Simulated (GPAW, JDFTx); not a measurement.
## CdSe: energy against volume and a worked fit

Space group F-43m (No. 216). a = 6.141 Å, b = 6.141 Å, c = 6.141 Å, α = 90.00°, β = 90.00°, γ = 90.00°
| atom | site | symmetry | x | y | z |
| --- | --- | --- | --- | --- | --- |
| Cd | 4a | -43m | 0.0000 | 0.0000 | 0.0000 |
| Se | 4d | -43m | 0.2500 | 0.2500 | 0.7500 |

The cell is a database's computed one, not the measured one.

The cell was scaled at fixed shape and fractions and run with JDFTx, PseudoDojo-SR-PBEsol-0.4.1-standard with smoothed tails, cutoff 1388 eV; PBEsol, k mesh 6 × 6 × 6 on the cell of 2 atoms, fermi-dirac occupations of 0.05 eV, no spin polarisation, no spin-orbit coupling. Energies are those that the program minimises, any entropy of the smearing included.

```tsv
V (Å³/atom)	energy over the lowest row (meV/atom)
27.2056	5.17
27.7844	0.50
28.3633	0.00
28.9421	?
29.5210	9.68
30.0998	19.10
30.6786	31.12
```

**Question.** Fit the third-order Birch-Murnaghan form, give V0, B0 and B′, and predict the energy left open.

**Answer.** With y = (V0/V)^(2/3), E = E0 + (9 V0 B0/16) [(y - 1)³ B′ + (y - 1)² (6 - 4y)]. Least squares through the rows shown give V0 = 28.1462 Å³/atom, E0 = -0.27 meV, B0 = 51.99 GPa (1 eV/Å³ = 160.218 GPa) and B′ = 4.70, with a largest miss of 0.00 meV. At V = 28.9421 the form with these constants gives 3.19 meV; the run gave 3.19 meV an atom. Other set-ups at this level, from all their volumes (Å³/atom, GPa): GPAW, PAW data sets generated for this functional: V0 28.034, B0 52.65.
